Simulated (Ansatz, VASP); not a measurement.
## Cs: VASP beside Ansatz

File INCAR:

```
ALGO = Normal
EDIFF = 1E-8
ENCUT = 520
GGA = PE
ISIF = 2
ISMEAR = -1
LASPH = True
LCHARG = False
LEFG = True
LREAL = False
LWAVE = False
NBANDS = 46
NELM = 100
PREC = Accurate
SIGMA = 0.05
```

Contents of KPOINTS:

```
k-points
0
Gamma
  3 3 3
```

Contents of POSCAR:

```
Cs
1.0
   10.4572929000      0.0000000000      0.0000000000
    0.0000000000     10.4572929000      0.0000000000
    0.0000000000      0.0000000000      9.0557989400
Cs
8
Direct
    0.4401390400      0.7462757700      0.0000000000
    0.5598609600      0.2537242300      0.0000000000
    0.7462757700      0.5598609600      0.5000000000
    0.2537242300      0.4401390400      0.5000000000
    0.9401390400      0.7537242300      0.0000000000
    0.0598609600      0.2462757700      0.0000000000
    0.7537242300      0.0598609600      0.5000000000
    0.2462757700      0.9401390400      0.5000000000
```

Input for Ansatz:

```yaml
crystal:
  lattice:
    - [10.4572929, 0.0, 0.0]
    - [0.0, 10.4572929, 0.0]
    - [0.0, 0.0, 9.05579894]
  atoms:
    - { symbol: Cs, position: [0.44013904, 0.74627577, 0.0] }
    - { symbol: Cs, position: [0.55986096, 0.25372423, 0.0] }
    - { symbol: Cs, position: [0.74627577, 0.55986096, 0.5] }
    - { symbol: Cs, position: [0.25372423, 0.44013904, 0.5] }
    - { symbol: Cs, position: [0.94013904, 0.75372423, 0.0] }
    - { symbol: Cs, position: [0.05986096, 0.24627577, 0.0] }
    - { symbol: Cs, position: [0.75372423, 0.05986096, 0.5] }
    - { symbol: Cs, position: [0.24627577, 0.94013904, 0.5] }
kpoints:
  mp_grid: { grid: [3, 3, 3] }
scf:
  occupations: { method: fermi_dirac, width: 0.05 }
hamiltonian:
  xc: pbe
  pseudopotentials: { kind: paw }
output:
  forces: true
  stress: true
  populations: true
  efg:
    quadrupole_moments_barn: { Cs: -0.00343 }
    contact_densities: true
```

This isn't the form of Cs at room conditions, which is bcc.

Alike in both runs: task electric field gradients; functional PBE; k mesh 3 × 3 × 3; occupations fermi-dirac, width 0.05 eV; no spin polarisation.

```csv
,VASP,Ansatz
version,VASP 6.6.1,Ansatz 0.2.0
potentials or method,"VASP PAW PBE potentials, release 64 (Cs_sv)","plane-wave PAW, scalar-relativistic"
plane-wave cutoff (eV),520,420
valence electrons in the cell,72,72
```

Ansatz gave:

| Item | Value |
| --- | --- |
| pressure (GPa) | -0.1 |
| largest component of the traceless stress (GPa) | 0.05 |
| rms of the force components (eV/Å) | 0.005 |
| Vzz of the field gradient on the site that differs most (V/Å²) | -4.9 |

**Question.** What did VASP give for the same quantities?

**Answer.** Pressure (GPa): -0.1; largest component of the traceless stress (GPa): 0.05; rms of the force components (eV/Å): 0.005; Vzz of the field gradient on the site that differs most (V/Å²): -4.8.

Atom by atom the forces differ by 0.000 eV/Å (rms over components). The functional is the same, so the differences come from potentials, cutoffs and numerics. Ansatz warned: «gradients_without_spin_orbit».

The runs have no spin-orbit coupling, so splittings on Cs are missing.
